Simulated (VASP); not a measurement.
Crystal: GePt.

```
CELL_PARAMETERS angstrom
0.00000 2.73257 2.73257
2.73257 0.00000 2.73257
2.73257 2.73257 0.00000
ATOMIC_POSITIONS crystal
Ge 0.25000 0.25000 0.25000
Pt 0.00000 0.00000 0.00000
```

The cell was built by a generator and needn't be a form met in nature.

| Quantity | Value |
| --- | --- |
| Program | VASP 6.6.1 |
| Task | relaxation of cell and atoms |
| Functional | PBE |
| Potentials or basis | VASP PAW PBE potentials, release 64 (Ge_d, Pt) |
| Cutoff | 520 eV |
| k mesh | 7 × 7 × 7 |
| Occupations | gaussian, width 0.15 eV |
| Spin | no spin polarisation |

At the start: pressure 10.0 GPa; volume 20.40 Å³/atom.

Q: How do energy, volume and symmetry change on relaxing?

A: Over 3 steps the energy falls by 57.9 meV/atom and the volume is 22.40 Å³/atom (+9.8 %); space group F-43m (No. 216, to 0.05 Å).

Step by step:
| step | energy change (eV) | largest force (eV/Å) | pressure (GPa) | volume (Å³) |
| --- | --- | --- | --- | --- |
| 1 | 0.0000 | 0.0000 | 10.03 | 40.81 |
| 2 | -0.0100 | 0.0000 | -8.08 | 48.83 |
| 3 | -0.1159 | 0.0000 | -0.50 | 44.79 |

Final structure:
```
CELL_PARAMETERS angstrom
0.00000 2.81874 2.81874
2.81874 0.00000 2.81874
2.81874 2.81874 0.00000
ATOMIC_POSITIONS crystal
Ge 0.25000 0.25000 0.25000
Pt 0.00000 0.00000 0.00000
```
